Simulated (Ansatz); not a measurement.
Runs of Ansatz 0.2.0 on AlNi. The structure is cubic, space group Pm-3m (No. 221). The conventional cell has a = 2.881 Å, b = 2.881 Å, c = 2.881 Å, α = 90.00°, β = 90.00°, γ = 90.00°. Ni (site symmetry m-3m) is surrounded by 8 Al at 2.50 Å. Al (site symmetry m-3m) has 8 Ni at 2.50 Å as nearest neighbours. 

```tsv
task	level	U	cell	cutoff (eV)	smearing	points for each segment of the path	hubbard projectors	double counting	gap on the mesh (eV)	pressure (GPa)	moment (μB)	relaxed volume (Å³/atom)
single point	PBE	-	as given	420	gaussian 0.015 eV	-	-	-	none	1.9	0.00	-
single point	LDA	-	as given	420	gaussian 0.1 eV	-	-	-	none	-8.6	0.00	-
relaxation of cell and atoms	PBE+D4	-	relaxed	420	fermi-dirac 0.05 eV	-	-	-	none	0.0	0.00	11.70
relaxation of cell and atoms	LDA	-	relaxed	420	fermi-dirac 0.05 eV	-	-	-	none	0.0	0.00	11.36
relaxation of cell and atoms	BLYP+D3(BJ)	-	relaxed	420	fermi-dirac 0.05 eV	-	-	-	-	0.0	0.00	11.40
relaxation of cell and atoms	RPBE+D4	-	relaxed	420	fermi-dirac 0.05 eV	-	-	-	-	0.0	0.00	11.59
single point	PBE	-	as given	420	gaussian 0.026 eV	-	-	-	none	1.9	0.00	-
relaxation of cell and atoms	PBE+D3(BJ)	-	relaxed	420	fermi-dirac 0.05 eV	-	-	-	-	0.0	0.00	(b)
band structure	r2SCAN+U	Ni d U = 7 eV	as given	500	gaussian 0.01 eV	14	ortho-atomic (the default)	fll (the default)	none	(a)	0.00	-
single point	PBE	-	as given	420	gaussian 0.024 eV	-	-	-	none	1.9	0.00	-
single point	PBE	-	as given	420	gaussian 0.019 eV	-	-	-	none	1.9	0.00	-
relaxation of cell and atoms	RPBE+D3(BJ)	-	relaxed	420	fermi-dirac 0.05 eV	-	-	-	none	0.0	0.00	10.39
```

Alike in all rows: potentials or basis Ansatz PAW; spin collinear, ferromagnetic start; k mesh 9 × 9 × 9.

Fill in the values left out.

(a) -4.7; (b) 11.66.

Caveats: the starting moments weren't kept; the PAW data sets come from PBE, with cores solved anew for the run's functional, which leaves a small shift of forces and pressure (some runs); the plane-wave basis is chosen anew once the cell has moved, so the energies of steps on either side of that aren't comparable (some runs); pairwise dispersion overbinds metals, which lowers pressure and volume (some runs); the magnetic or orbital state may not be the lowest (some runs); the U is typed as a test and isn't derived for this compound (some runs); the volume moved by -13 % from the deposited cell, more than functionals usually miss (some runs).

A gap of «none» marks a metal or a gap under the smearing width.
